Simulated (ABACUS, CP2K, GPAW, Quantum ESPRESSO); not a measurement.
# PbS: bulk modulus by level of theory

It takes space group Fm-3m (No. 225, cubic). The conventional cell has a = 5.931 Å, b = 5.931 Å, c = 5.931 Å, α = 90.00°, β = 90.00°, γ = 90.00°. Pb (site symmetry m-3m) has 6 S at 2.97 Å as nearest neighbours. S (site symmetry m-3m) is surrounded by 6 Pb at 2.97 Å.

```csv
rung,level,program and potentials,cutoff (eV),k mesh,smearing,core time,chip,bulk modulus (GPa),miss,notes
LDA,LDA,"GPAW, the program's PAW data sets (release 1.2.1) made for this functional, newer versions",600,6 × 6 × 6,fermi-dirac 0.05,54 s,Arm Neoverse V2,60.6,+18.8 %,-
LDA,LDA,"GPAW, PAW data sets generated for this functional",600,6 × 6 × 6,fermi-dirac 0.05,55 s,Arm Neoverse V2,(a),?,-
GGA + dispersion,revPBE+D3(BJ),"GPAW, the program's PAW data sets (release 1.2.1) made for this functional",600,6 × 6 × 6,fermi-dirac 0.05,59 s,Arm Neoverse V2,55.9,+9.6 %,-
GGA,PBE,"GPAW, GPAW PAW data sets (gpaw-data 1.2.1), newer versions",600,6 × 6 × 6,fermi-dirac 0.05,63 s,Arm Neoverse V2,53.2,+4.3 %,-
non-local van der Waals functional,C09-vdW,"GPAW, GPAW PAW data sets (gpaw-data 1.2.1)",600,6 × 6 × 6,fermi-dirac 0.05,64 s,Arm Neoverse V2,57.7,+13.1 %,potentials made for PBE
GGA,PW91,"GPAW, PAW data sets generated for this functional",600,6 × 6 × 6,fermi-dirac 0.05,68 s,Arm Neoverse V2,53.9,+5.7 %,-
GGA,PBEsol,"CP2K, POTENTIAL_UZH Pb GTH-PBE-q4, S GTH-PBE-q6; TZVP-MOLOPT-PBE-GTH basis",-,8 × 8 × 8,fermi-dirac 0.05,79 s,Arm Neoverse V2,56.8,+11.4 %,atomic basis; potentials made for PBE
GGA,PBE,"CP2K, POTENTIAL_UZH Pb GTH-PBE-q4, S GTH-PBE-q6; TZVP-MOLOPT-PBE-GTH basis",-,8 × 8 × 8,fermi-dirac 0.05,98 s,Arm Neoverse V1,53.2,+4.3 %,atomic basis
GGA,PW91,"ABACUS, PseudoDojo NC SR 0.4.1 PBE standard, plane waves",857,6 × 6 × 6,fermi-dirac 0.05,2.6 min,Intel Xeon Platinum 8259CL Skylake/Cascade Lake,(b),?,potentials made for PBE; fit through 4 volumes
GGA + dispersion,PBE+D3(BJ),"Quantum ESPRESSO, PseudoDojo 0.4.1 SR PBE standard",762,8 × 8 × 8,fermi-dirac 0.05,2.6 min,Arm Neoverse V1,(c),?,-
```

Times are single runs on shared hosts and different chips, so they are rough; meshes, cutoffs and the tasks' sizes weigh on the time. Task: equation of state. All rows: no spin polarisation. Smearing widths are in eV. The cell comes from a database and isn't always the measured one. Meshes differ between rows, which moves values too. Meshes are those of the run's cell of 2 atoms unless a note names another. Misses use the values as printed. Runs on faulty files, with rough fits or with known faults for this quantity aren't shown. No row holds spin-orbit coupling.

Measured: 51 GPa (arxiv:cond-mat/0210013). The runs are for a static lattice.

Question: Estimate the values left out from the other rows.

Answer: (a) 60.7 GPa, miss +19.0 %; (b) 53.8 GPa, miss +5.5 %; (c) 56.9 GPa, miss +11.6 %.
